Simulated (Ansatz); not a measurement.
# Computed properties of MoTe2 (CdI2 type)

All numbers come from the PAW code Ansatz. No magnetic order and no zero-point or thermal motion; the cell was built from a prototype and may be hypothetical.

Structure: MoTe2 built on the CdI2 prototype, at its r2SCAN+rVV10 minimum. The symmetry is P-3m1 (No. 164, trigonal); conventional cell a = 3.519 Å, c = 7.214 Å, 25.80 Å³ an atom. Mo has 6 Te at 2.73 Å; Te has 3 Mo at 2.73 Å.

Relaxed lattice by functional, symmetry kept:
```tsv
functional	k mesh	a (Å)	c (Å)	volume (Å³/atom)
r2SCAN+rVV10	12×12×4	3.519	7.214	25.80
PBE-D4	12×12×4	3.476	7.008	24.44
```

Band edges at fixed r2SCAN+rVV10 geometry:

| level | k mesh | gap (eV) | kind | edges | least direct gap (eV) | rough cost |
| --- | --- | --- | --- | --- | --- | --- |
| LDA | 12×12×4 | none (overlap 0.59) | – | – | – | 9 core-seconds |
| PBE | 12×12×4 | none (overlap 0.58) | – | – | – | 12 core-seconds |
| PBE+SOC | 12×12×4 | none (overlap 0.46) | – | – | – | 70 core-seconds |
| r2SCAN | 12×12×4 | none (overlap 0.62) | – | – | – | 23 core-seconds |

All runs use a smearing of 0.02 eV.
Wave cutoffs: 420 eV, 500 eV (r2SCAN).
Points off the special ones are mesh points or PBE's searched band edges, reused at the other levels.
Costs come from shared machines and give only the order; PBE's includes the band path. The runs had 2 threads of Arm Neoverse V1, on a shared host.

With r2SCAN the bands overlap by 0.62 eV (counted from 1, band 23 peaks at K and band 24 bottoms out at H–A (0.30 of the way from H)): no gap. With PBE+SOC the bands overlap by 0.46 eV (counted from 1, band 46 peaks at K and band 47 bottoms out at H–A (0.30 of the way from H)): no gap.

No level opens a gap, but no hybrid is among them, and semilocal functionals can close a real gap.

Only the levels marked +SOC include spin-orbit coupling.

Where bands overlap the cell is a metal at that level, and these k meshes limit energies, forces and stress.
